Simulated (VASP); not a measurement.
Write the native input for VASP 6.6.1 that does the following.

```yaml
Task: relaxation of cell and atoms
Functional: PBE
Dispersion: D3(BJ)
Potentials_or_basis: VASP PAW PBE potentials, release 64 (B, N)
Cutoff: 600 eV
k_mesh: 12 × 12 × 4
Occupations: gaussian, width 0.03 eV
Spin: no spin polarisation
Further_INCAR_settings: ALGO = Normal; EDIFF = 1e-06; IBRION = 2; EDIFFG = -0.01; NSW = 90; ISIF = 3
```

The structure of BN lies in POSCAR:

```
BN
1.0
    2.4982400000      0.0000000000      0.0000000000
   -1.2491200000      2.1635393048      0.0000000000
    0.0000000000      0.0000000000      6.6357000000
B N
2 2
Direct
    0.3333333333      0.6666666667      0.2500000000
    0.6666666667      0.3333333333      0.7500000000
    0.3333333333      0.6666666667      0.7500000000
    0.6666666667      0.3333333333      0.2500000000
```

These files were run (other wordings do the same):

INCAR

```
SYSTEM = BN
PREC     = Accurate       ! precision mode
ENCUT    = 600            ! plane-wave cutoff, eV
EDIFF    = 1E-6           ! SCF threshold, eV
ISMEAR   = 0              ! smearing method
SIGMA    = 0.03           ! smearing width, eV
LREAL    = .False.        ! projectors in reciprocal space
LASPH    = .True.         ! aspherical terms in the spheres
NELM     = 80             ! most SCF steps
ALGO     = Normal         ! electronic algorithm
ISIF     = 3              ! what is computed and relaxed
LWAVE    = .False.        ! write WAVECAR
LCHARG   = .False.        ! write CHGCAR
GGA      = PE             ! functional
IVDW     = 12             ! dispersion correction
IBRION   = 2              ! ionic algorithm
NSW      = 90             ! ionic steps
EDIFFG   = -0.01          ! ionic threshold
KPAR     = 2
```

KPOINTS

```
Automatic mesh
0
Gamma
  12 12 4
  0 0 0
```

Potentials or basis: VASP PAW PBE potentials, release 64 (B, N).

Command:

```bash
$ cat potpaw_PBE.64/B/POTCAR potpaw_PBE.64/N/POTCAR > POTCAR
$ mpirun -np 2 vasp_std > vasp.out
```

Results of the run:

- Relaxed volume: 8.95 Å³/atom
- Relaxed cell: a = 2.506 Å, b = 2.506 Å, c = 6.584 Å, α = 90.00°, β = 90.00°, γ = 120.00°
- Space group after relaxing (to 0.05 Å): P6_3/mmc (No. 194)
- Energy gained by relaxing: 0.7 meV/atom
- Ionic steps: 7
- Pressure after relaxing: 0.0 GPa
- Band gap on the k mesh: 4.26 eV, indirect (least direct gap 4.63 eV)
- Dispersion energy per atom: -0.142 eV

Wall time 26 s on 2 MPI ranks on AMD EPYC 9R45 (Zen 5), with other jobs on the host, peak memory 0.15 GiB a rank.
